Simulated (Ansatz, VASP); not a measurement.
## One calculation of ZnSe, two programs

```
CELL_PARAMETERS angstrom
3.34653 0.00000 0.00000
0.00000 3.34653 0.00000
0.00000 0.00000 3.34653
ATOMIC_POSITIONS crystal
Zn 0.50000 0.50000 0.50000
Se 0.00000 0.00000 0.00000
```

Alike in both runs: task relaxation of cell and atoms; functional PBE; k mesh 16 × 16 × 16; occupations gaussian, width 0.1 eV; no spin polarisation.

|  | VASP | Ansatz |
| --- | --- | --- |
| version | VASP 6.6.1 | Ansatz 0.2.0 |
| potentials or method | VASP PAW PBE potentials, release 64 (Zn, Se) | scalar-relativistic, plane waves, PAW |
| plane-wave cutoff (eV) | 600 | 420 |
| valence electrons in the cell | 18 | 28 |

VASP gave:

- gap on the k mesh at the Fermi level, each at its own relaxed structure (eV): none
- relaxed volume (Å³/atom): 18.88
- relaxed cell length with the largest relative difference (Å): 3.355

Task: Which values does Ansatz return?

Result: gap on the k mesh at the Fermi level, each at its own relaxed structure (eV): none; relaxed volume (Å³/atom): 18.83; relaxed cell length with the largest relative difference (Å): 3.352.

A gap of «none» marks a metal or a gap that the smearing closes. The two sets of potentials don't hold the same shells in valence.
